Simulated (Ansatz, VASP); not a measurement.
# Two plane-wave programs on Sn

```
CELL_PARAMETERS angstrom
3.03318 0.00000 0.00000
0.00000 3.03318 0.00000
0.00000 0.00000 3.03318
ATOMIC_POSITIONS crystal
Sn 0.00000 0.00000 0.00000
```

Change from the starting cell: volume scaled by 1, PAW files.

Alike in both runs: task single point; functional PBEsol; k mesh 14 × 14 × 14; occupations fermi-dirac, width 0.1 eV; no spin polarisation.

|  | VASP | Ansatz |
| --- | --- | --- |
| version | VASP 6.6.1 | Ansatz 0.2.0 |
| potentials or method | VASP PAW PBE potentials, release 64 (Sn_d) | PAW with Ansatz's default frozen-core files, scalar-relativistic |
| plane-wave cutoff (eV) | 520 | 420 |
| valence electrons in the cell | 14 | 14 |

VASP gave:

| Quantity | Value |
| --- | --- |
| pressure (GPa) | -0.1 |

Task: What did Ansatz give for the same quantities?

Result: Pressure (GPa): 0.0.

Caveats: the PAW data sets were made with another functional, which shifts forces and pressure a little (VASP).
